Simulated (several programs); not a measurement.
## Many methods on one cell: CaSe (Fm-3m)

CaSe (started from an entry of an open crystallographic database), relaxed with r2SCAN in Ansatz, was computed with several methods. The symmetry is Fm-3m (No. 225, cubic); a = 5.935 Å in the conventional setting, 26.13 Å³ an atom. Around Ca lie 6 Se at 2.97 Å; around Se lie 6 Ca at 2.97 Å. Calculated for a static, non-magnetic cell.

```cif
data_structure
_symmetry_space_group_name_H-M 'P 1'
_symmetry_Int_Tables_number 1
_cell_length_a 4.1967
_cell_length_b 4.1967
_cell_length_c 4.1967
_cell_angle_alpha 60.000
_cell_angle_beta 60.000
_cell_angle_gamma 60.000
_cell_volume 52.27
loop_
_atom_site_label
_atom_site_type_symbol
_atom_site_fract_x
_atom_site_fract_y
_atom_site_fract_z
_atom_site_occupancy
Ca1 Ca 0.00000 0.00000 0.00000 1
Se1 Se 0.50000 0.50000 0.50000 1
```

Gaps and times are for a single point on this cell; volume and bulk modulus come from each method's own relaxation or energy curve at fixed shape. Times are rough, from shared hosts (AMD EPYC 7R43 64-Core Processor; Arm Neoverse V1; Arm Neoverse V2), and each method has its own mesh and cell size. A dagger marks a closed or tiny gap in a crystal that DFT finds insulating: a failure of the method or a wrong SCF state. The energy curve of GFN2-xTB (tblite) is jagged, so its SCF state, and with it the gap, is in doubt. PM6 (MOPAC), PM7 (MOPAC), GFN1-xTB (tblite), GFN2-xTB (tblite) treat a cluster of cells at its zone centre, which samples few k points: where these miss a band edge, the gap comes out too large for that reason alone. Gaps from k meshes are read at a limited set of points (mesh, symmetry points, PBE's band edges), so each method's own least gap may be somewhat smaller. xTB and the PM methods were fitted mostly to molecules, and can miss a solid's gap by electronvolts. Minimal bases can be far off for gaps. Times of the plane-wave ladder aren't listed, since it ran on unlike processors and cards. GLLB-SC's gap includes the derivative discontinuity. G0W0 is at finite bands, cutoff and mesh. d marks a direct gap, i an indirect one (no mark: not told apart), a dash a value that wasn't computed or didn't pass its checks.

```
                               method              kind  gap (eV)  own volume (Å³/atom)  bulk modulus (GPa)  atoms computed  processor time
                               PBEsol         semilocal         –                 25.27                   –               2               –
 light PBE (260 eV and a coarse mesh)  light plane-wave    2.09 i                     –                   –               2          0.59 s
                                  PBE         semilocal    2.06 i                 26.45                  48               2               –
                          PM6 (MOPAC)    semi-empirical      0.97                     –                   –         cluster           1.6 s
                          PM7 (MOPAC)    semi-empirical     0.00†                     –                   –         cluster           1.8 s
                                  LDA         semilocal    1.90 i                 24.29                   –               2               –
                               r2SCAN         semilocal    2.52 i                 26.13                  52               2               –
                    GFN1-xTB (tblite)     tight binding     0.00†                     –                   –         cluster           4.2 s
                       PBE/SZV (CP2K)       small basis    2.21 d                     –                   –               2           4.5 s
                    GFN2-xTB (tblite)     tight binding      2.06                     –                   –         cluster           5.5 s
                       GLLB-SC (GPAW)   model potential      4.13                     –                   –               2           7.6 s
               PBE/single zeta (GPAW)       small basis    2.51 i                     –                   –               2             9 s
                      PBE/DZVP (CP2K)       small basis    2.09 i                 26.81                  48               2           9.3 s
                              PBE+SOC         semilocal    1.92 i                     –                   –               2               –
   G0W0@LDA (140 eV screening cutoff)         many-body      3.58                     –                   –               2               –
G0W0@r2SCAN (180 eV screening cutoff)         many-body      3.98                     –                   –               2               –
   G0W0@PBE (260 eV screening cutoff)         many-body      3.81                     –                   –               2               –
                                 PBE0            hybrid    3.68 i                     –                   –               2               –
                                HSE06            hybrid    3.00 i                 26.27                   –               2               –
                             DDH-PBE0            hybrid    3.20 i                     –                   –               2               –
                              r2SCAN0            hybrid    3.97 i                     –                   –               2               –
                              r2SCANh            hybrid    3.10 i                     –                   –               2               –
  G0W0@PBE0 (180 eV screening cutoff)         many-body      4.32                     –                   –               2               –
                            HSE06+SOC            hybrid    2.85 i                     –                   –               2               –
 G0W0@HSE06 (180 eV screening cutoff)         many-body      4.11                     –                   –               2               –
```

Against HSE06 (3.00 eV) and with closed or daggered gaps left aside, the nearest gap at the points sampled is that of r2SCANh (+0.10 eV) and the farthest that of PM6 (MOPAC) (-2.03 eV). HSE06 is only a yardstick of convenience, and nearness to it can be luck.

Volumes against r2SCAN's: PBEsol -3.3 %, PBE +1.2 %, LDA -7.1 %, PBE/DZVP (CP2K) +2.6 %, HSE06 +0.5 %.

Only the rows marked +SOC include spin-orbit coupling.
